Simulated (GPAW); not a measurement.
Here is a GPAW 26.7.0 calculation.

run.py

```python
from ase import Atoms
from ase.dft.bandgap import bandgap
from ase.io import write
from ase.units import GPa
from gpaw import GPAW, PW, setup_paths

setup_paths.insert(0, '.')

atoms = Atoms(['V', 'V'],
              cell=[[2.6042941027, 0.0, 0.0],
                    [-1.3021470513, 2.2553848518, 0.0],
                    [0.0, 0.0, 4.723336]],
              scaled_positions=[[0.3333333333, 0.6666666667, 0.25],
                                [0.6666666667, 0.3333333333, 0.75]],
              pbc=True)

calc = GPAW(mode=PW(600),
            xc='PBEsol',
            kpts={'size': (10, 10, 5), 'gamma': True},
            occupations={'name': 'fermi-dirac', 'width': 0.05},
            nbands=26,
            convergence={'density': 1e-05, 'energy': 1e-05},
            maxiter=150,
            txt='gpaw.txt')
atoms.calc = calc
energy = atoms.get_potential_energy()
forces = atoms.get_forces()
stress = atoms.get_stress()
calc.write('gs.gpw')
write('result.traj', atoms)
print(f'Energy: {energy:.6f} eV')
print('Forces (eV/A):')
print(forces.round(4))
print('Stress (GPa):', (stress / GPa).round(3))
print('Fermi level:', round(calc.get_fermi_level(), 4), 'eV')
print(f'Gap: {bandgap(calc)[0]:.4f} eV, direct: {bandgap(calc, direct=True)[0]:.4f} eV')
```

Potentials or basis: PAW data sets generated in the run's folder for this functional, pw.

Command:

```sh
$ gpaw-setup -f PBEsol V
$ OMP_NUM_THREADS=1 python run.py
```

(1) What does it give for the band gap on the k mesh?

(2) Predict the pressure.

Results:

(1) none (metal or under the smearing width).

(2) -5.7 GPa.
